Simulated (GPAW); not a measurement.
# Near-edge structure at the N K edge of wurtzite (GaN)₁₋ₓ(AlN)ₓ at x = 0, part 2 of 3

Aim: the N K edge in wurtzite (GaN)₁₋ₓ(AlN)ₓ at x = 0, one member of a composition series.

GPAW 26.7.0; X-ray absorption from dipole matrix elements to empty bands, plane-wave PAW LDA.

So far. Step 3 (The field without a hole): The mesh shows a gap of 1.92 eV. The excited electron is kept all the same, so that all members of the series, with or without a gap, are treated alike.

## (5) Spectrum with XCH, N atom 2

The holes are 5.2 Å apart. In GPAW the data set carries the hole's charge, so charge=0 means a charged cell and charge=-1 a neutral one. The excited electron is kept in the cell, where it fills the lowest empty states and screens the hole. After the field has converged, empty bands are computed with the density fixed and the dipole matrix elements are summed.

The absorber has 4 Ga at 1.95 Å (tetrahedral).

File xas.py:

```python
import numpy as np
from ase import Atoms
from ase.parallel import parprint, paropen
from gpaw import GPAW, PW, FermiDirac, Mixer, MixerDif, setup_paths
from gpaw.test import gen
setup_paths.insert(0, '.')
gen('N', name='fch1s', xcname='LDA', corehole=(1, 0, 1), write_xml=True)
from gpaw.mpi import world
world.barrier()

atoms = Atoms('GaNGaNGaNGaNGaNGaNGaNGaN',
    cell=[[6.378, 0, 0],
     [0, 5.52351, 0],
     [0, 0, 5.185]],
    scaled_positions=[[0, 0.0000033, 0.0001793],
     [0, 0.333329, 0.1236679],
     [0, 0.3333297, 0.500181],
     [0, 0.000004, 0.6237834],
     [0.25, 0.5000032, 0.0001793],
     [0.2500117, 0.8333289, 0.1236679],
     [0.25, 0.8333298, 0.500181],
     [0.2500117, 0.5000041, 0.6237834],
     [0.5, 0.0000032, 0.0001794],
     [0.5, 0.3333289, 0.1236678],
     [0.5, 0.3333298, 0.5001811],
     [0.5, 0.0000041, 0.6237833],
     [0.75, 0.5000032, 0.0001793],
     [0.7499883, 0.8333289, 0.1236679],
     [0.75, 0.8333298, 0.500181],
     [0.7499883, 0.5000041, 0.6237834]],
    pbc=True)
atoms.calc = calc = GPAW(legacy_gpaw=True, mode=PW(500, force_complex_dtype=True), xc='LDA', setups={1: 'fch1s'},
    kpts={'size': (3, 3, 3), 'gamma': True}, occupations=FermiDirac(0.04),
    charge=-1, mixer=Mixer(0.1, 5, 50), maxiter=150,
    convergence={'density': 0.0001, 'eigenstates': 1e-6}, txt='scf.txt')
energy = atoms.get_potential_energy() + calc.get_reference_energy()
ef = calc.get_fermi_level()
out = dict(energy=energy, fermi=ef, forces=atoms.get_forces().tolist())
parprint(f'all-electron energy {energy:.4f} eV, Fermi level {ef:.4f} eV')
ev = np.array([[calc.get_eigenvalues(k, s) for k in range(len(calc.get_ibz_k_points()))] for s in range(calc.get_number_of_spins())])
out['homo'], out['lumo'], out['counts'] = ev[ev < ef].max(), ev[ev > ef].min(), sorted(set((ev < ef).sum((0, 2)).tolist()))
out['filled'] = (ev[:, 0] < ef).sum(1).tolist()

from ase.units import Ha
from gpaw.xas import dipole_matrix_elements
nb = int(calc.get_number_of_electrons() / 2) + 95
top, nb = nb, nb + 8 + nb // 12
nscf = calc.fixed_density(kpts={'size': (4, 4, 5), 'gamma': True}, nbands=nb,
    convergence={'bands': top, 'eigenstates': 5e-3}, maxiter=60, txt='nscf.txt')
cell = atoms.cell.array
ops = [cell.T @ U.T @ np.linalg.inv(cell.T) for U in nscf.wfs.kd.symmetry.op_scc]
filled = [32]  # bands filled in the ground state, by spin
E = np.arange(-6, 30, 0.1)
fwhm = np.interp(E, [4, 25], [0.9, 3.5])
Y, X, zero, highest = 0, 0, 1e9, 1e9
for spin in range(nscf.get_number_of_spins()):
    wfs = nscf.wfs
    mine = wfs.bd.get_slice()  # this rank's bands
    A = dipole_matrix_elements(wfs.setups[1])
    eps = np.zeros((wfs.kd.nibzkpts, nb))
    d = np.zeros((3, A.shape[1], wfs.kd.nibzkpts, nb), complex)
    for kpt in wfs.kpt_u:
        if kpt.s == spin and 1 in kpt.P_ani:
            eps[kpt.k, mine] = kpt.eps_n * Ha
            d[:, :, kpt.k, mine] = (kpt.weight * wfs.nspins / 2) ** 0.5 * np.inner(A, kpt.P_ani[1])
    world.sum(eps)
    world.sum(d)
    T = np.einsum('amkn,bmkn->abkn', d, d.conj()).real
    T = sum(np.einsum('ai,ijkn,bj->abkn', R, T, R) for R in ops) / len(ops)
    empty = np.ones_like(eps, bool) & (np.arange(nb) >= filled[spin])
    zero, highest = min(zero, eps[empty].min()), min(highest, eps[:, top - 1].min())
    lines = [(eps, T, empty)] if spin == 0 else lines + [(eps, T, empty)]
for eps, T, empty in lines:
    f = np.einsum('aakn->akn', T).reshape(3, -1)
    x = eps.ravel() - zero
    w = np.interp(x, E, fwhm) / 2.35482
    g = np.exp(-0.5 * ((E[:, None] - x) / w) ** 2) / (w * (2 * np.pi) ** 0.5)
    Y = Y + (f * empty.ravel()) @ g.T
    X = X + (f * ~empty.ravel()) @ g.T
out.update(E=E.round(2).tolist(), xas=Y.tolist(), xes=X.tolist(), zero=zero, valid=highest - zero, nk=len(eps), nb=nb)
for i in range(0, len(E), 10):
    parprint(f'{E[i]:7.2f}', *(f'{v:10.3e}' for v in Y[:, i]))
import json
with paropen('out.json', 'w') as f:
    json.dump(out, f)
```

Started as:

```
> OMP_NUM_THREADS=1 mpirun -n 4 gpaw python xas.py
```

Numbers of over 12 decimals in the logs are rounded to 6 here.

The log of the run:

```text
Input parameters:
  charge: -1
  convergence: {density: 0.0001,
                eigenstates: 1e-06}
  kpts: {gamma: True,
         size: (3, 3, 3)}
  maxiter: 150
  mixer: {backend: pulay,
          beta: 0.1,
          method: separate,
          nmaxold: 5,
          weight: 50}
  mode: {ecut: 500.0,
         force_complex_dtype: True,
         name: pw}
  occupations: {fixmagmom: False,
                name: fermi-dirac,
                width: 0.04}
  setups: {1: fch1s}

Initialize ...

[... PAW data sets ...]

Reference energy: -433814.704124  # eV

Spin-paired calculation

[... convergence settings ...]
Symmetries present (total): 2
  [... symmetry matrices ...]

27 k-points: 3 x 3 x 3 Monkhorst-Pack grid
10 k-points in the irreducible part of the Brillouin zone
       k-points in crystal coordinates                weights
   0:     0.00000000    0.00000000    0.00000000          1/27
   1:     0.00000000    0.00000000    0.33333333          2/27
   2:     0.00000000    0.33333333   -0.33333333          2/27
   3:     0.00000000    0.33333333    0.00000000          2/27
   4:     0.00000000    0.33333333    0.33333333          2/27
   5:     0.33333333    0.00000000    0.00000000          2/27
   6:     0.33333333    0.00000000    0.33333333          4/27
   7:     0.33333333    0.33333333   -0.33333333          4/27
   8:     0.33333333    0.33333333    0.00000000          4/27
   9:     0.33333333    0.33333333    0.33333333          4/27

Wave functions: Plane wave expansion
  Cutoff energy: 500.000 eV
  Number of coefficients (min, max): 4608, 4664
  Pulay-stress correction: 0.000000 eV/Ang^3 (de/decut=0.000000)
  Using FFTW library
  Wavefunction extrapolation:
    Improved wavefunction reuse through dual PAW basis

Occupation numbers: Fermi-Dirac:
  width: 0.0400  # eV

Eigensolver
   Davidson(niter=2)

Densities:
  Coarse grid: 35*30*27 grid
  Fine grid: 70*60*54 grid
  Total Charge: 0.000000

Density mixing:
  Method: separate
  Backend: pulay
  Linear mixing parameter: 0.1
  old densities: 5
  Width of damping distribution: 1.1
  Damping of long wavelength oscillations: 50

[... Hamiltonian set-up ...]
Number of atoms: 16
Number of atomic orbitals: 64
Number of bands in calculation: 43
Number of valence electrons: 65
Bands to converge: occupied

... initialized

Initializing position-dependent things.

Density initialized from atomic densities
Creating initial wave functions:
  43 bands from LCAO basis set

Positions:
   0 Ga     0.000000    0.000018    0.000930    ( 0.0000,  0.0000,  0.0000)
   1 N      0.000000    1.841146    0.641218    ( 0.0000,  0.0000,  0.0000)
   2 Ga     0.000000    1.841150    2.593438    ( 0.0000,  0.0000,  0.0000)
   3 N      0.000000    0.000022    3.234317    ( 0.0000,  0.0000,  0.0000)
   4 Ga     1.594500    2.761773    0.000930    ( 0.0000,  0.0000,  0.0000)
   5 N      1.594575    4.602901    0.641218    ( 0.0000,  0.0000,  0.0000)
   6 Ga     1.594500    4.602905    2.593438    ( 0.0000,  0.0000,  0.0000)
[...]
13 N      4.783425    4.602901    0.641218    ( 0.0000,  0.0000,  0.0000)
  14 Ga     4.783500    4.602905    2.593438    ( 0.0000,  0.0000,  0.0000)
  15 N      4.783425    2.761778    3.234317    ( 0.0000,  0.0000,  0.0000)

Unit cell:
           periodic     x           y           z      points  spacing
  1. axis:    yes    6.378000    0.000000    0.000000    35     0.1822
  2. axis:    yes    0.000000    5.523510    0.000000    30     0.1841
  3. axis:    yes    0.000000    0.000000    5.185000    27     0.1920

  Lengths:   6.378000   5.523510   5.185000
  Angles:   90.000000  90.000000  90.000000

Effective grid spacing dv^(1/3) = 0.1861

iter:   1  -137.973330
iter:   2  -129.681881   -1.03  -0.61
iter:   3  -120.397998   -0.24  -0.70
iter:   4  -120.215804   -1.75  -1.11
iter:   5  -120.322105   -1.60  -1.18
iter:   6  -120.146293   -1.20  -1.54
iter:   7  -119.861104   -1.62  -1.58
iter:   8  -119.843035   -3.12  -2.27
iter:   9  -119.845065c  -3.21  -2.52
iter:  10  -119.840322c  -3.65  -2.40
iter:  11  -119.840495c  -3.84  -2.87
iter:  12  -119.840072c  -4.43  -2.94
iter:  13  -119.840045c  -5.92  -3.21
iter:  14  -119.840010c  -5.58  -3.25
iter:  15  -119.840021c  -5.69  -3.40
iter:  16  -119.839993c  -5.54  -3.46
iter:  17  -119.839991c  -6.36c -3.77
iter:  18  -119.839986c  -6.21c -3.89
iter:  19  -119.839986c  -7.17c -4.32c

Converged after 19 iterations.

Dipole moment: (-0.000000, 4.643470, -5.990723) |e|*Ang

Energy contributions relative to reference atoms: (reference = -433814.704124)

Kinetic:       +260.577189
Potential:     -228.400318
External:        +0.000000
XC:            -151.895296
Entropy (-ST):   -0.017741
Local:           -0.112690
SIC:             +0.000000
--------------------------
Free energy:   -119.848856
Extrapolated:  -119.839986

Showing only first 2 kpts
 Kpt  Band  Eigenvalues  Occupancy
  0    30      5.99061    2.00000
  0    31      6.03423    2.00000
  0    32      7.71716    2.00000
  0    33     10.12284    0.00210

  1    30      5.77419    2.00000
  1    31      5.79346    2.00000
  1    32      9.28208    2.00000
[...]
Fermi level: 9.84856

No gap
No difference between direct/indirect transitions

Forces in eV/Ang:
  0 Ga    0.00000   -1.18284   -0.36626
  1 N     0.00000   -0.06109    0.06805
  2 Ga    0.00000   -0.00292    1.19724
  3 N     0.00000    0.27959   -0.09438
  4 Ga    1.08111    0.57839   -0.38447
  5 N    -0.25517    0.04108   -0.01234
  6 Ga    0.18573    0.07017    0.09589
[...]
13 N     0.25517    0.04108   -0.01234
 14 Ga   -0.18573    0.07017    0.09589
 15 N     0.22552   -0.08519   -0.08285
Scalar-relativistic atomic LDA calculation for N (Nitrogen, Z=7)
Core hole in 1s state (1s occupation: 1.0)
300 radial gridpoints.
|------------------------------------------------|
|------------------------------------------------|
[... the atom generator's iteration count ...]

Energy contributions:
-------------------------
Kinetic:      +38.530757
XC:            -4.452581
Potential:    -72.816894
-------------------------
Total:        -38.738717

state      eigenvalue         ekin         rmax
-----------------------------------------------
1s^1.0 :   -16.643762    23.347388        0.145
2s^2.0 :    -1.332146     3.154276        0.915
2p^3.0 :    -0.925852     2.958273        0.782
-----------------------------------------------
(units: Bohr and Hartree)

Generating PAW setup
Kinetic energy of the core from tauc = 23.362075
Cutoffs:
rc(s)=1.140
rc(p)=1.000
rc(d)=1.090
rc(vbar)=1.120
rc(comp)=1.090
rc(nct)=1.140

Kinetic energy of the core states: 23.347388
Charge: 1.0
Core electrons: 1.0
Valence electrons: 5.0
Pseudo-core charge: 0.003881
Shape function alpha=8.417
Pseudo-electron charge 4.904142
state    eigenvalue         norm
--------------------------------
2s(2) :    -1.332146     1.098259
*s    :    -0.332146
2p(3) :    -0.925852     0.901248
*p    :     0.074148
*d    :     0.000000
--------------------------------

Diagonalizing with gridspacing h=0.050

state   all-electron     PAW
-------------------------------
2s:      -1.332146    -1.333594
2p:      -0.925852    -0.929974
*d:                   -0.063788
*f:                   -0.013854
-------------------------------
all-electron energy -433934.5441 eV, Fermi level 9.8486 eV
[...]
27.00  9.410e-05  9.414e-05  8.706e-05
  28.00  9.693e-05  9.593e-05  7.271e-05
  29.00  8.711e-05  8.669e-05  5.480e-05
```

It took 93 s on 4 MPI ranks of Arm Neoverse V2, shared host; peak memory 0.41 GiB.

The N K spectrum, N atom 2, excited-electron core hole (neutral cell) (energy from the bottom of the conduction band, which holds the excited electron; intensity scaled to a mean of 1 over the first 20 eV; polarised curves are means over the symmetry-equivalent atoms):

| E (eV) | isotropic | ε ⊥ c | ε ∥ c |
| --- | --- | --- | --- |
| -2.00 | 0.00 | 0.00 | 0.00 |
| -1.25 | 0.00 | 0.00 | 0.00 |
| -0.50 | 0.00 | 0.00 | 0.00 |
| 0.25 | 0.01 | 0.01 | 0.01 |
| 1.00 | 0.08 | 0.09 | 0.06 |
| 1.75 | 0.26 | 0.28 | 0.21 |
| 2.50 | 1.06 | 1.05 | 1.06 |
| 3.25 | 2.15 | 1.94 | 2.57 |
| 4.00 | 2.45 | 2.37 | 2.60 |
| 4.75 | 2.87 | 3.08 | 2.44 |
| 5.50 | 3.08 | 3.39 | 2.46 |
| 6.25 | 2.09 | 2.12 | 2.03 |
| 7.00 | 1.37 | 1.16 | 1.78 |
| 7.75 | 1.37 | 1.09 | 1.95 |
| 8.50 | 1.01 | 0.90 | 1.22 |
| 9.25 | 0.76 | 0.82 | 0.63 |
| 10.00 | 0.81 | 0.99 | 0.45 |
| 10.75 | 0.86 | 1.07 | 0.44 |
| 11.50 | 0.79 | 0.93 | 0.51 |
| 12.25 | 0.62 | 0.63 | 0.60 |
| 13.00 | 0.46 | 0.39 | 0.62 |
| 13.75 | 0.36 | 0.27 | 0.55 |
| 14.50 | 0.33 | 0.25 | 0.47 |
| 15.25 | 0.37 | 0.32 | 0.46 |
| 16.00 | 0.44 | 0.40 | 0.51 |
| 16.75 | 0.49 | 0.45 | 0.58 |
| 17.50 | 0.54 | 0.49 | 0.65 |
| 18.25 | 0.62 | 0.57 | 0.72 |
| 19.00 | 0.71 | 0.70 | 0.74 |
| 19.75 | 0.78 | 0.81 | 0.72 |
| 20.50 | 0.85 | 0.91 | 0.73 |
| 21.25 | 0.94 | 1.02 | 0.80 |
| 22.00 | 1.01 | 1.06 | 0.90 |
| 22.75 | 0.98 | 1.00 | 0.96 |
| 23.50 | 0.89 | 0.86 | 0.94 |
| 24.25 | 0.77 | 0.72 | 0.88 |
| 25.00 | 0.70 | 0.65 | 0.80 |

Main maxima below 24 eV (height): 5.2 eV (3.27), 10.8 eV (0.86) and 22.2 eV (1.01). A K edge sees empty p states on the absorber.

The total-energy difference is 402.97 eV. One term is added: -7.76 eV, since the hole is spin-paired here and a spin-polarised one costs that much less in the free atom (computed apart). The photon energy is then 395.21 eV. The functional leaves an error in such absolute values: in the free atom LDA prices this hole 3.5 eV below PBE (computed apart), and PBE is itself good to a few eV.

## (6) Cell without a hole, the energy reference

The absorbing element, whose data set is made anew, changes for the next run, so it gets a reference energy of its own.

File scf.py:

```python
import numpy as np
from ase import Atoms
from ase.parallel import parprint, paropen
from gpaw import GPAW, PW, FermiDirac, Mixer, MixerDif, setup_paths
from gpaw.test import gen
setup_paths.insert(0, '.')
gen('Ga', name='nch1s', xcname='LDA', corehole=(1, 0, 0), write_xml=True)
from gpaw.mpi import world
world.barrier()

atoms = Atoms('GaNGaNGaNGaNGaNGaNGaNGaN',
    cell=[[6.378, 0, 0],
     [0, 5.52351, 0],
     [0, 0, 5.185]],
    scaled_positions=[[0, 0.0000033, 0.0001793],
     [0, 0.333329, 0.1236679],
     [0, 0.3333297, 0.500181],
     [0, 0.000004, 0.6237834],
     [0.25, 0.5000032, 0.0001793],
     [0.2500117, 0.8333289, 0.1236679],
     [0.25, 0.8333298, 0.500181],
     [0.2500117, 0.5000041, 0.6237834],
     [0.5, 0.0000032, 0.0001794],
     [0.5, 0.3333289, 0.1236678],
     [0.5, 0.3333298, 0.5001811],
     [0.5, 0.0000041, 0.6237833],
     [0.75, 0.5000032, 0.0001793],
     [0.7499883, 0.8333289, 0.1236679],
     [0.75, 0.8333298, 0.500181],
     [0.7499883, 0.5000041, 0.6237834]],
    pbc=True)
atoms.calc = calc = GPAW(legacy_gpaw=True, mode=PW(500, force_complex_dtype=True), xc='LDA', setups={0: 'nch1s'},
    kpts={'size': (3, 3, 3), 'gamma': True}, occupations=FermiDirac(0.02),
    charge=0, mixer=Mixer(0.1, 5, 50), maxiter=150,
    convergence={'density': 0.0001, 'eigenstates': 1e-6}, txt='scf.txt')
energy = atoms.get_potential_energy() + calc.get_reference_energy()
ef = calc.get_fermi_level()
out = dict(energy=energy, fermi=ef, forces=atoms.get_forces().tolist())
parprint(f'all-electron energy {energy:.4f} eV, Fermi level {ef:.4f} eV')
ev = np.array([[calc.get_eigenvalues(k, s) for k in range(len(calc.get_ibz_k_points()))] for s in range(calc.get_number_of_spins())])
out['homo'], out['lumo'], out['counts'] = ev[ev < ef].max(), ev[ev > ef].min(), sorted(set((ev < ef).sum((0, 2)).tolist()))
out['filled'] = (ev[:, 0] < ef).sum(1).tolist()
import json
with paropen('out.json', 'w') as f:
    json.dump(out, f)
```

Started as:

```
> OMP_NUM_THREADS=1 mpirun -n 4 gpaw python scf.py
```

The log of the run:

```text
Input parameters:
  convergence: {density: 0.0001,
                eigenstates: 1e-06}
  kpts: {gamma: True,
         size: (3, 3, 3)}
  maxiter: 150
  mixer: {backend: pulay,
          beta: 0.1,
          method: separate,
          nmaxold: 5,
          weight: 50}
  mode: {ecut: 500.0,
         force_complex_dtype: True,
         name: pw}
  occupations: {fixmagmom: False,
                name: fermi-dirac,
[...]
4s(2) :    -0.336865     1.140380
*s    :     0.663135
4p(1) :    -0.100461     1.012264
*p    :     0.899539
*d    :     0.000000
--------------------------------

Diagonalizing with gridspacing h=0.050

state   all-electron     PAW
-------------------------------
4s:      -0.336865    -0.337024
4p:      -0.100461    -0.100552
*d:                    0.030615
*f:                    0.065359
-------------------------------
all-electron energy -434337.5120 eV, Fermi level 6.7876 eV
[key lines of the parts left out:]
Converged after 15 iterations.
Dipole moment: (-0.000000, 4.737156, -5.932543) |e|*Ang
Free energy:   -106.067599
Fermi level: 6.78759
```

It took 15 s on 4 MPI ranks; peak memory 0.23 GiB.

Reference energy: -434337.512 eV with the cores included.

[end of part 2 of 3]

[Banner, clock and machine lines of the logs are left out without a mark of their own.]

[Logs are printed without paths, hosts, clocks, repeated set-up lines and the standing remarks that a program may print on its own settings, such as how far it seeks lower states.]

[Hosts, paths, dates, database ids (printed as entryN), source tags and the programs' standing remarks are cut or masked in the printed files.]

[Lists of maxima count a maximum above −3 eV only where it reaches 4 % of the highest in the window and stands out from its surroundings by 2 % of it (1.5 % where it reaches 55 %); shoulders and weaker maxima are passed over, and of the rest the first, up to two pre-edge ones and the few strongest are named.]
